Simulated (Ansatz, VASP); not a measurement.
**One calculation of NaI, two programs**

Contents of INCAR:

```
SYSTEM = NaI
PREC     = Accurate       ! precision mode
ENCUT    = 520            ! plane-wave cutoff, eV
EDIFF    = 1E-7           ! SCF threshold, eV
ISMEAR   = 0              ! smearing method
SIGMA    = 0.1            ! smearing width, eV
LREAL    = .FALSE.        ! projectors in reciprocal space
LASPH    = .TRUE.         ! aspherical terms in the spheres
NELM     = 100            ! most SCF steps
ALGO     = Normal         ! electronic algorithm
ISIF     = 2              ! what is computed and relaxed
LWAVE    = .FALSE.        ! write WAVECAR
LCHARG   = .TRUE.         ! write CHGCAR
GGA      = PE             ! functional
IVDW     = 12             ! dispersion correction
LELF     = .TRUE.         ! ELF
LVHAR    = .TRUE.       
NBANDS   = 14             ! bands
```

KPOINTS

```
regular mesh
0
G
  4 4 4
  0 0 0
```

The input POSCAR:

```
NaI
1.0
    2.2145135000     -3.7800000000      0.0000000000
    2.2145135000      3.7800000000      0.0000000000
    0.0000000000      0.0000000000      4.4290270000
Na I
1 1
Direct
    0.0000000000      0.0000000000      0.0000000000
    0.5000000000      0.5000000000      0.5000000000
```

Input for Ansatz:

```yaml
crystal:
  lattice:
    - [2.2145135, -3.78, 0.0]
    - [2.2145135, 3.78, 0.0]
    - [0.0, 0.0, 4.429027]
  atoms:
    - { symbol: Na, position: [0.0, 0.0, 0.0] }
    - { symbol: I, position: [0.5, 0.5, 0.5] }
basis:
  ecutwfc: 420
kpoints:
  mp_grid: { grid: [4, 4, 4] }
hamiltonian:
  xc: pbe
  dispersion: d3bj
scf:
  occupations: { method: gaussian, width: 0.1 }
  lower_state_search: "off"
output:
  forces: true
  stress: true
  eigenvalues: true
```

Alike in both runs: task single point; functional PBE; dispersion D3(BJ); k mesh 4 × 4 × 4; occupations gaussian, width 0.1 eV; no spin polarisation.

|  | VASP | Ansatz |
| --- | --- | --- |
| version | VASP 6.6.1 | Ansatz 0.2.0 |
| potentials or method | VASP PAW PBE potentials, release 64 (Na_pv, I) | scalar-relativistic, plane waves, PAW |
| plane-wave cutoff (eV) | 520 | 420 |
| valence electrons in the cell | 14 | 26 |

VASP gave:

| Item | Value |
| --- | --- |
| gap on the k mesh at the Fermi level (eV) | 2.53 |
| least direct gap on the mesh (eV) | 2.69 |
| pressure (GPa) | -0.6 |
| largest component of the traceless stress (GPa) | 1.19 |

Q: Estimate Ansatz's values.

A: gap on the k mesh at the Fermi level (eV): 2.53; least direct gap on the mesh (eV): 2.69; pressure (GPa): -0.6; largest component of the traceless stress (GPa): 1.20.

The two sets of potentials don't hold the same shells in valence.

Caveats: spin-orbit coupling is left out, which moves the levels of the heavy elements. A k mesh can miss the band edges.
